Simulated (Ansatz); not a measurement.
Input of an Ansatz 0.2.0 run:

input.yaml

```yaml
crystal:
  lattice:
    - [3.9047, 0.0, 0.0]
    - [0.0, 3.9047, 0.0]
    - [0.0, 0.0, 3.9047]
  atoms:
    - { symbol: Te, position: [0.5, 0.5, 0.5] }
    - { symbol: Sn, position: [0.0, 0.0, 0.0] }
hamiltonian:
  xc: rpbe
  pseudopotentials: { kind: paw }
  dispersion: d4
kpoints:
  mp_grid: { grid: [7, 7, 7] }
scf:
  occupations: { method: fermi_dirac, width: 0.05 }
output:
  forces: true
  stress: true
  eigenvalues: true
relax:
  f_tol: 0.01
  max_steps: 40
  cell: { stress_tol: 0.05 }
```

Potentials or basis: Ansatz PAW.

Run with:

```console
$ ansatz run input.yaml --threads 2 --pin off --max-ram 5632MiB --backend cpu --events-out ev --progress --plain --runs-dir out
```

(1) What does it give for the space group after relaxing (to 0.05 Å)?

(2) Predict the relaxed cell.

(3) What does it give for the band gap on the k mesh?

(4) Predict the relaxed volume.

## Answers

(1) Pm-3m (No. 221).

(2) a = 3.778 Å, b = 3.778 Å, c = 3.778 Å, α = 90.00°, β = 90.00°, γ = 90.00°.

(3) none (metal or under the smearing width).

(4) 26.96 Å³/atom.

Caveat: pairwise dispersion overbinds metals, which lowers pressure and volume; the PAW data sets come from PBE, with cores solved anew for the run's functional, which leaves a small shift of forces and pressure.
